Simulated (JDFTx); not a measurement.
# Tb (Im-3m) in JDFTx: equation of state

Aim: energy against volume of Tb in PBE, for its equilibrium volume and stiffness.

All numbers are computed with JDFTx 1.7.0 (patched build); they aren't measurements. Logs are shortened: lines on timing, memory, paths and dates and some standing lists are left out, and cuts for length are marked. The log counts tension as positive stress, the text compression.

## 1. Starting point

It takes space group Im-3m (No. 229, cubic). Conventional cell: a = 4.020 Å, b = 4.020 Å, c = 4.020 Å, α = 90.00°, β = 90.00°, γ = 90.00°. Around Tb (site symmetry m-3m) lie 8 Tb at 3.48 Å.

This isn't the form of Tb at room conditions, which is hcp.

## 2. Equation of state, PBE, 30.53 Å³/atom (volume scaled by 0.94)

The input, Tb.in:

```
lattice \
   -3.7208104165     3.7208104165     3.7208104165 \
    3.7208104165    -3.7208104165     3.7208104165 \
    3.7208104165     3.7208104165    -3.7208104165
coords-type Lattice
ion Tb     0.0000000000     0.0000000000     0.0000000000 1

ion-species pseudo/Tb.upf
elec-cutoff 25
elec-ex-corr gga-PBE
kpoint-folding 9 9 9
elec-smearing Fermi 0.0018374661
elec-n-bands 11
electronic-SCF nIterations 100 energyDiffThreshold 1e-09
electronic-minimize nIterations 30 energyDiffThreshold 1e-7
forces-output-coords Cartesian

dump-name run.$VAR
dump End Ecomponents EigStats BandEigs Kpoints Forces Stress
```

Potentials or basis: PseudoDojo-SR-PBE-0.4 3+ lanthanide files with smoothed tails.

Started as:

```
> jdftx -c 1 -i Tb.in -o Tb.out
```

The program printed:

```text
*************** JDFTx 1.7.0 (patched build) ***************

Input parsed successfully to the following command list (including defaults):
[... the input with its defaults ...]

---------- Setting up symmetries ----------

Found 48 point-group symmetries of the bravais lattice
Found 48 space-group symmetries with basis
Applied RMS atom displacement 0 bohrs to make symmetries exact.

---------- Initializing the Grid ----------
R =
[     -3.72081      3.72081      3.72081  ]
[      3.72081     -3.72081      3.72081  ]
[      3.72081      3.72081     -3.72081  ]
unit cell volume = 206.05
G =
[ 7.43097e-18    0.84433    0.84433  ]
[    0.84433 7.43097e-18    0.84433  ]
[    0.84433    0.84433 7.43097e-18  ]
Minimum fftbox size, Smin = [  32  32  32  ]
Chosen fftbox size, S = [  32  32  32  ]

---------- Exchange Correlation functional ----------
Initalized PBE GGA exchange.
Initalized PBE GGA correlation.

---------- Setting up pseudopotentials ----------
Width of ionic core gaussian charges (only for fluid interactions / plotting) set to 0

Reading pseudopotential file 'pseudo/Tb.upf':
  'Tb' pseudopotential, 'PBE' functional
  Generated using ONCVPSP code by D. R. Hamann
  11 valence electrons, 4 orbitals, 7 projectors, 1001 radial grid points, with lMax = 3
    5S    l: 0   occupation:  2.0   eigenvalue: -1.884296
    5P    l: 1   occupation:  6.0   eigenvalue: -1.024907
    5D    l: 2   occupation:  1.0   eigenvalue: -0.089065
    6S    l: 0   occupation:  2.0   eigenvalue: -0.154140
  Core radius for overlap checks: 2.47 bohrs.

Initialized 1 species with 1 total atoms.

Folded 1 k-points by 9x9x9 to 729 k-points.

---------- Setting up k-points, bands, fillings ----------
Reduced to 35 k-points under symmetry.
Computing the number of bands and number of electrons
Calculating initial fillings.
nElectrons:  11.000000   nBands: 11   nStates: 35

----- Setting up reduced wavefunction bases (one per k-point) -----
average nbasis = 1229.952 , ideal nbasis = 1230.203

---------- Setting up ewald sum ----------
Optimum gaussian width for ewald sums = 2.323194 bohr.
Real space sum over 2197 unit cells with max indices [  6  6  6  ]
Reciprocal space sum over 2197 terms with max indices [  6  6  6  ]

---------- Allocating electronic variables ----------
Initializing wave functions:  linear combination of atomic orbitals
Note: number of bands (11) exceeds available atomic orbitals (10)
Tb pseudo-atom occupations:   s ( 2 2 )  p ( 6 )  d ( 1 )
	FillingsUpdate:  mu: +0.415701567  nElectrons: 11.000000
LCAOMinimize: Iter:   0  F: -38.0338008770115152  |grad|_K:  6.076e-05  alpha:  1.000e+00
	FillingsUpdate:  mu: +0.415592484  nElectrons: 11.000000
LCAOMinimize: Iter:   1  F: -38.0338082218041365  |grad|_K:  4.443e-06  alpha:  9.406e-01  linmin: -1.055e-02  cgtest:  1.027e-01
LCAOMinimize: Encountered beta<0, resetting CG.
	FillingsUpdate:  mu: +0.415599476  nElectrons: 11.000000
LCAOMinimize: Iter:   2  F: -38.0338082619792388  |grad|_K:  3.382e-07  alpha:  9.610e-01  linmin: -1.095e-04  cgtest:  2.973e-03
	FillingsUpdate:  mu: +0.415598903  nElectrons: 11.000000
LCAOMinimize: Iter:   3  F: -38.0338082622070601  |grad|_K:  5.556e-09  alpha:  9.353e-01  linmin: -6.594e-02  cgtest:  5.137e-01
LCAOMinimize: Encountered beta<0, resetting CG.
LCAOMinimize: Converged (|Delta F|<1.000000e-06 for 2 iters).

-------- Electronic minimization -----------
Will mix electronic density at each iteration.
	FillingsUpdate:  mu: +0.415598903  nElectrons: 11.000000
	FillingsUpdate:  mu: +0.409874312  nElectrons: 11.000000
SCF: Cycle:  0   F: -38.045187831012235   dF: -1.138e-02   |Residual|: 2.327e-02   |deigs|: 5.651e-02
	FillingsUpdate:  mu: +0.407961516  nElectrons: 11.000000
SCF: Cycle:  1   F: -38.045588352314184   dF: -4.005e-04   |Residual|: 1.242e-02   |deigs|: 5.794e-03
	FillingsUpdate:  mu: +0.405981506  nElectrons: 11.000000
SCF: Cycle:  2   F: -38.045726292950214   dF: -1.379e-04   |Residual|: 2.911e-03   |deigs|: 5.438e-03
	FillingsUpdate:  mu: +0.406126840  nElectrons: 11.000000
SCF: Cycle:  3   F: -38.045726193154600   dF: +9.980e-08   |Residual|: 9.910e-04   |deigs|: 7.347e-04
	FillingsUpdate:  mu: +0.405980145  nElectrons: 11.000000
SCF: Cycle:  4   F: -38.045727198661339   dF: -1.006e-06   |Residual|: 1.381e-04   |deigs|: 5.606e-04
	FillingsUpdate:  mu: +0.405961405  nElectrons: 11.000000
SCF: Cycle:  5   F: -38.045727202934529   dF: -4.273e-09   |Residual|: 1.147e-04   |deigs|: 1.142e-04
	FillingsUpdate:  mu: +0.405970827  nElectrons: 11.000000
SCF: Cycle:  6   F: -38.045727212112780   dF: -9.178e-09   |Residual|: 1.093e-05   |deigs|: 7.033e-05
	FillingsUpdate:  mu: +0.405970881  nElectrons: 11.000000
SCF: Cycle:  7   F: -38.045727212245843   dF: -1.331e-10   |Residual|: 2.610e-06   |deigs|: 3.266e-05
	FillingsUpdate:  mu: +0.405971108  nElectrons: 11.000000
SCF: Cycle:  8   F: -38.045727212256047   dF: -1.020e-11   |Residual|: 4.688e-07   |deigs|: 7.518e-06
SCF: Converged (|Delta E|<1.000000e-09 for 2 iters).

Setting wave functions to eigenvectors of Hamiltonian

# Stress tensor in Cartesian coordinates [Eh/a0^3]:
[ -7.47669e-05            0            0  ]
[            0 -7.47669e-05            0  ]
[            0            0 -7.47669e-05  ]

# Ionic positions in lattice coordinates:
ion Tb   0.000000000000000   0.000000000000000   0.000000000000000 1

# Forces in Cartesian coordinates:
force Tb  -0.000000000000000   0.000000000000000   0.000000000000000 1

# Energy components:
   Eewald =      -29.5867833952127093
       EH =        5.4951820474947786
     Eloc =      -19.2774088977537410
      Enl =        1.1620887812108285
      Exc =      -10.7820847171243841
 Exc_core =        4.5946345305459824
       KE =       10.3494481248959644
-------------------------------------
     Etot =      -38.0449235259432825
       TS =        0.0008036863127625
-------------------------------------
        F =      -38.0457272122560468

IonicMinimize: Iter:   0  F: -38.045727212256047  |grad|_K:  0.000e+00
IonicMinimize: Converged (|grad|_K<1.000000e-04).

#--- Lowdin population analysis ---
# oxidation-state Tb +0.024

Dumping 'run.eigStats' ...
	eMin: -1.279750 at state 0 ( [ +0.000000 +0.000000 +0.000000 ] spin 0 )
	HOMO: +0.405100 at state 9 ( [ +0.000000 +0.222222 +0.222222 ] spin 0 )
	mu  : +0.405971
	LUMO: +0.406895 at state 11 ( [ +0.000000 +0.333333 +0.333333 ] spin 0 )
	eMax: +0.860131 at state 12 ( [ +0.111111 +0.111111 +0.111111 ] spin 0 )
	HOMO-LUMO gap: +0.001796
	Optical gap  : +0.008589 at state 16 ( [ +0.111111 +0.222222 +0.222222 ] spin 0 )
Done!
```

Run time: 11 s. Hardware: 1 thread of Arm Neoverse V2, shared host; peak memory 0.06 GiB.

Results:

```yaml
Free_energy: -1035.2770 eV
Pressure: 2.2 GPa
Band_gap_on_the_k_mesh: none (metal or under the smearing width)
```

Caveat: the 4f electrons are frozen in the core as for a trivalent ion, so they carry no moment and show no levels.

## 3. Equation of state, PBE, 31.18 Å³/atom (volume scaled by 0.96)

The input, Tb.in:

```
lattice \
   -3.7470141702     3.7470141702     3.7470141702 \
    3.7470141702    -3.7470141702     3.7470141702 \
    3.7470141702     3.7470141702    -3.7470141702
coords-type Lattice
ion Tb     0.0000000000     0.0000000000     0.0000000000 1

ion-species pseudo/Tb.upf
elec-cutoff 25
elec-ex-corr gga-PBE
kpoint-folding 9 9 9
elec-smearing Fermi 0.0018374661
elec-n-bands 11
electronic-SCF nIterations 100 energyDiffThreshold 1e-09
electronic-minimize nIterations 30 energyDiffThreshold 1e-7
forces-output-coords Cartesian

dump-name run.$VAR
dump End Ecomponents EigStats BandEigs Kpoints Forces Stress ElecDensity Dtot KEdensity
```

Potentials or basis: PseudoDojo-SR-PBE-0.4 3+ lanthanide files with smoothed tails.

Started as:

```
> jdftx -c 1 -i Tb.in -o Tb.out
```

It took 11 s on 1 thread of Arm Neoverse V2, shared host; peak memory 0.06 GiB.

It converged, with:

```yaml
Free_energy: -1035.2841 eV
Pressure: 1.3 GPa
Band_gap_on_the_k_mesh: none (metal or under the smearing width)
```

Caveat: the 4f electrons are frozen in the core as for a trivalent ion, so they carry no moment and show no levels.

## 4. Equation of state, PBE, 31.83 Å³/atom (volume scaled by 0.98)

Edit Tb.in of step 3 so:

```diff
@@ -1,5 +1,5 @@
 lattice \
-   -3.7470141702     3.7470141702     3.7470141702 \
-    3.7470141702    -3.7470141702     3.7470141702 \
-    3.7470141702     3.7470141702    -3.7470141702
+   -3.7728564637     3.7728564637     3.7728564637 \
+    3.7728564637    -3.7728564637     3.7728564637 \
+    3.7728564637     3.7728564637    -3.7728564637
 coords-type Lattice
```

Started as:

```
> jdftx -c 1 -i Tb.in -o Tb.out
```

Wall time 11 s (1 thread of Arm Neoverse V2, shared host); peak memory 0.06 GiB.

It converged, with:

```yaml
Free_energy: -1035.2875 eV
Pressure: 0.4 GPa
Band_gap_on_the_k_mesh: none (metal or under the smearing width)
```

Caveat: the 4f electrons are frozen in the core as for a trivalent ion, so they carry no moment and show no levels.

## 5. Equation of state, PBE, 32.48 Å³/atom

Edit Tb.in of step 4 so:

```diff
@@ -1,5 +1,5 @@
 lattice \
-   -3.7728564637     3.7728564637     3.7728564637 \
-    3.7728564637    -3.7728564637     3.7728564637 \
-    3.7728564637     3.7728564637    -3.7728564637
+   -3.7983495105     3.7983495105     3.7983495105 \
+    3.7983495105    -3.7983495105     3.7983495105 \
+    3.7983495105     3.7983495105    -3.7983495105
 coords-type Lattice
```

Started as:

```
> jdftx -c 1 -i Tb.in -o Tb.out
```

Run time: 11 s. Hardware: 1 thread of Arm Neoverse V2, shared host; peak memory 0.05 GiB.

Results (log left out):

| Property | Result |
| --- | --- |
| Free energy | -1035.2876 eV |
| Pressure | -0.4 GPa |
| Band gap on the k mesh | none (metal or under the smearing width) |

Caveat: the 4f electrons are frozen in the core as for a trivalent ion, so they carry no moment and show no levels.

## 6. Equation of state, PBE, 33.13 Å³/atom (volume scaled by 1.02)

Edit Tb.in of step 5 so:

```diff
@@ -1,5 +1,5 @@
 lattice \
-   -3.7983495105     3.7983495105     3.7983495105 \
-    3.7983495105    -3.7983495105     3.7983495105 \
-    3.7983495105     3.7983495105    -3.7983495105
+   -3.8235048761     3.8235048761     3.8235048761 \
+    3.8235048761    -3.8235048761     3.8235048761 \
+    3.8235048761     3.8235048761    -3.8235048761
 coords-type Lattice
```

Potentials or basis: PseudoDojo-SR-PBE-0.4 3+ lanthanide files with smoothed tails.

Started as:

```
> jdftx -c 1 -i Tb.in -o Tb.out
```

It took 11 s on 1 thread of Arm Neoverse V2, shared host; peak memory 0.06 GiB.

It converged, with:

* Free energy: -1035.2846 eV
* Pressure: -1.1 GPa
* Band gap on the k mesh: none (metal or under the smearing width)

Caveat: the 4f electrons are frozen in the core as for a trivalent ion, so they carry no moment and show no levels.

## 7. Equation of state, PBE, 33.78 Å³/atom (volume scaled by 1.04)

Edit Tb.in of step 6 so:

```diff
@@ -1,5 +1,5 @@
 lattice \
-   -3.8235048761     3.8235048761     3.8235048761 \
-    3.8235048761    -3.8235048761     3.8235048761 \
-    3.8235048761     3.8235048761    -3.8235048761
+   -3.8483335256     3.8483335256     3.8483335256 \
+    3.8483335256    -3.8483335256     3.8483335256 \
+    3.8483335256     3.8483335256    -3.8483335256
 coords-type Lattice
```

Started as:

```
> jdftx -c 1 -i Tb.in -o Tb.out
```

It took 11 s on 1 thread of Arm Neoverse V2, shared host; peak memory 0.06 GiB.

Results (log left out):

```yaml
Free_energy: -1035.2788 eV
Pressure: -1.8 GPa
Band_gap_on_the_k_mesh: none (metal or under the smearing width)
```

Caveat: the 4f electrons are frozen in the core as for a trivalent ion, so they carry no moment and show no levels.

## 8. Equation of state, PBE, 34.43 Å³/atom (volume scaled by 1.06)

Edit Tb.in of step 7 so:

```diff
@@ -1,5 +1,5 @@
 lattice \
-   -3.8483335256     3.8483335256     3.8483335256 \
-    3.8483335256    -3.8483335256     3.8483335256 \
-    3.8483335256     3.8483335256    -3.8483335256
+   -3.8728458650     3.8728458650     3.8728458650 \
+    3.8728458650    -3.8728458650     3.8728458650 \
+    3.8728458650     3.8728458650    -3.8728458650
 coords-type Lattice
```

Potentials or basis: PseudoDojo-SR-PBE-0.4 3+ lanthanide files with smoothed tails.

Started as:

```
> jdftx -c 1 -i Tb.in -o Tb.out
```

The program printed:

```text
*************** JDFTx 1.7.0 (patched build) ***************

Input parsed successfully to the following command list (including defaults):
[... the input with its defaults ...]

---------- Setting up symmetries ----------

Found 48 point-group symmetries of the bravais lattice
Found 48 space-group symmetries with basis
Applied RMS atom displacement 0 bohrs to make symmetries exact.

---------- Initializing the Grid ----------
R =
[     -3.87285      3.87285      3.87285  ]
[      3.87285     -3.87285      3.87285  ]
[      3.87285      3.87285     -3.87285  ]
unit cell volume = 232.354
G =
[ 4.53586e-18   0.811185   0.811185  ]
[   0.811185 4.53586e-18   0.811185  ]
[   0.811185   0.811185 4.53586e-18  ]
Minimum fftbox size, Smin = [  32  32  32  ]
Chosen fftbox size, S = [  32  32  32  ]

---------- Exchange Correlation functional ----------
Initalized PBE GGA exchange.
Initalized PBE GGA correlation.

---------- Setting up pseudopotentials ----------
Width of ionic core gaussian charges (only for fluid interactions / plotting) set to 0

Reading pseudopotential file 'pseudo/Tb.upf':
  'Tb' pseudopotential, 'PBE' functional
  Generated using ONCVPSP code by D. R. Hamann
  11 valence electrons, 4 orbitals, 7 projectors, 1001 radial grid points, with lMax = 3
    5S    l: 0   occupation:  2.0   eigenvalue: -1.884296
    5P    l: 1   occupation:  6.0   eigenvalue: -1.024907
    5D    l: 2   occupation:  1.0   eigenvalue: -0.089065
    6S    l: 0   occupation:  2.0   eigenvalue: -0.154140
  Core radius for overlap checks: 2.47 bohrs.
[... 40 lines left out ...]
SCF: Cycle:  1   F: -38.045310662837245   dF: -4.572e-04   |Residual|: 1.366e-02   |deigs|: 6.193e-03
	FillingsUpdate:  mu: +0.353553333  nElectrons: 11.000000
SCF: Cycle:  2   F: -38.045480638067772   dF: -1.700e-04   |Residual|: 3.156e-03   |deigs|: 6.366e-03
	FillingsUpdate:  mu: +0.353813840  nElectrons: 11.000000
SCF: Cycle:  3   F: -38.045480625076351   dF: +1.299e-08   |Residual|: 1.275e-03   |deigs|: 1.107e-03
	FillingsUpdate:  mu: +0.353624624  nElectrons: 11.000000
SCF: Cycle:  4   F: -38.045482448919664   dF: -1.824e-06   |Residual|: 1.834e-04   |deigs|: 5.824e-04
	FillingsUpdate:  mu: +0.353598484  nElectrons: 11.000000
SCF: Cycle:  5   F: -38.045482453874946   dF: -4.955e-09   |Residual|: 1.877e-04   |deigs|: 1.190e-04
	FillingsUpdate:  mu: +0.353611075  nElectrons: 11.000000
SCF: Cycle:  6   F: -38.045482475959801   dF: -2.208e-08   |Residual|: 2.086e-05   |deigs|: 6.123e-05
	FillingsUpdate:  mu: +0.353611594  nElectrons: 11.000000
SCF: Cycle:  7   F: -38.045482476269939   dF: -3.101e-10   |Residual|: 5.796e-06   |deigs|: 8.977e-06
	FillingsUpdate:  mu: +0.353611879  nElectrons: 11.000000
SCF: Cycle:  8   F: -38.045482476321602   dF: -5.166e-11   |Residual|: 1.204e-06   |deigs|: 4.438e-06
SCF: Converged (|Delta E|<1.000000e-09 for 2 iters).

Setting wave functions to eigenvectors of Hamiltonian

# Stress tensor in Cartesian coordinates [Eh/a0^3]:
[  8.15134e-05            0            0  ]
[            0  8.15134e-05            0  ]
[            0            0  8.15134e-05  ]

# Ionic positions in lattice coordinates:
ion Tb   0.000000000000000   0.000000000000000   0.000000000000000 1

# Forces in Cartesian coordinates:
force Tb  -0.000000000000000   0.000000000000000   0.000000000000000 1

# Energy components:
   Eewald =      -28.4253016218697034
       EH =        5.9811181583672592
     Eloc =      -20.8640442242103177
      Enl =        1.1587892729747877
      Exc =      -10.7435955428227974
 Exc_core =        4.5946338797243405
       KE =       10.2537670472463365
-------------------------------------
     Etot =      -38.0446330305900915
       TS =        0.0008494457315083
-------------------------------------
        F =      -38.0454824763216024

IonicMinimize: Iter:   0  F: -38.045482476321602  |grad|_K:  0.000e+00
IonicMinimize: Converged (|grad|_K<1.000000e-04).

#--- Lowdin population analysis ---
# oxidation-state Tb +0.037

Dumping 'run.eigStats' ...
	eMin: -1.343699 at state 0 ( [ +0.000000 +0.000000 +0.000000 ] spin 0 )
	HOMO: +0.353600 at state 9 ( [ +0.000000 +0.222222 +0.222222 ] spin 0 )
	mu  : +0.353612
	LUMO: +0.354351 at state 16 ( [ +0.111111 +0.222222 +0.222222 ] spin 0 )
	eMax: +0.775108 at state 15 ( [ +0.111111 +0.111111 -0.111111 ] spin 0 )
	HOMO-LUMO gap: +0.000751
	Optical gap  : +0.006407 at state 16 ( [ +0.111111 +0.222222 +0.222222 ] spin 0 )
Done!
```

Run time: 11 s. Hardware: 1 thread of Arm Neoverse V2, shared host; peak memory 0.06 GiB.

Results:

| Property | Result |
| --- | --- |
| Free energy | -1035.2703 eV |
| Pressure | -2.4 GPa |
| Band gap on the k mesh | none (metal or under the smearing width) |

Caveat: the 4f electrons are frozen in the core as for a trivalent ion, so they carry no moment and show no levels.

## 9. Equation of state, PBE

Potentials or basis: PseudoDojo-SR-PBE-0.4 3+ lanthanide files with smoothed tails.

This step only gathers the single runs of the series.

What came out:

```
Equilibrium volume                      : 32.17 Å³/atom
Bulk modulus                            : 39 GPa
Pressure derivative of the bulk modulus : 3.1
```

Energy against volume, from the lowest point:
```csv
volume (Å³/atom),energy (meV/atom)
30.533,10.64
31.183,3.55
31.833,0.10
32.482,0.00
33.132,3.00
33.782,8.85
34.431,17.30
```

Caveat: the 4f electrons are frozen in the core as for a trivalent ion, so they carry no moment and show no levels. Spin polarisation is off, so any magnetic state and its effect on volume and gap are missing.
